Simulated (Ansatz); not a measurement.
# Mg: the cost of one run

Program: Ansatz 0.2.0. Level of theory: DFT PBE, scalar-relativistic, plane waves, PAW. These are calculated values, not measurements.

## 1. The structure to begin with

It takes space group R-3m (No. 166, trigonal). Conventional cell: a = 3.185 Å, b = 3.185 Å, c = 23.100 Å, α = 90.00°, β = 90.00°, γ = 120.00°. Around Mg (site symmetry -3m) lie 12 Mg at 3.16 to 3.19 Å. Mg (site symmetry 3m) is surrounded by 12 Mg at 3.15 to 3.19 Å.

Coordinates:

```
CELL_PARAMETERS angstrom
1.59269 0.91954 7.69988
-1.59269 0.91954 7.69988
0.00000 -1.83908 7.69988
ATOMIC_POSITIONS crystal
Mg 0.00000 0.00000 0.00000
Mg 0.22194 0.22194 0.22193
Mg 0.77806 0.77806 0.77807
```

The structure comes from the Materials Project (structure only).

## 2. A distortion of lower symmetry

Against the listed cell: strain xx, yy, zz, yz, xz, xy = +0.5, +2.1, -4.7, -3.4, +0.0, +0.0 %; atoms moved by 0.03 Å root mean square, at most 0.03 Å.

The input, input.yaml:

```yaml
crystal:
  lattice:
    - [1.6008489091, 0.6806518457, 7.3072370268]
    - [-1.6008489091, 0.6806518457, 7.3072370268]
    - [0.0, -2.1356033554, 7.3997062197]
  atoms:
    - { symbol: Mg, position: [-0.0047682833, -0.0047682833, 0.0059537284] }
    - { symbol: Mg, position: [0.2221761075, 0.2221761075, 0.2252797927] }
    - { symbol: Mg, position: [0.7825921758, 0.7825921758, 0.7687664789] }
basis:
  ecutwfc: 420
kpoints:
  mp_grid: { grid: [14, 14, 14] }
hamiltonian:
  xc: pbe
scf:
  occupations: { method: gaussian, width: 0.1 }
output:
  forces: true
  stress: true
  eigenvalues: true
```

Command:

```
$ ansatz run input.yaml --threads 1 --pin off --max-ram 1331MiB --backend cpu --events-out ev --progress --plain --runs-dir out
```

Q: Estimate wall time and peak memory on 1 thread of an x86-64 CPU, shared host.

About 1.7 min, with a peak of 1 GiB.
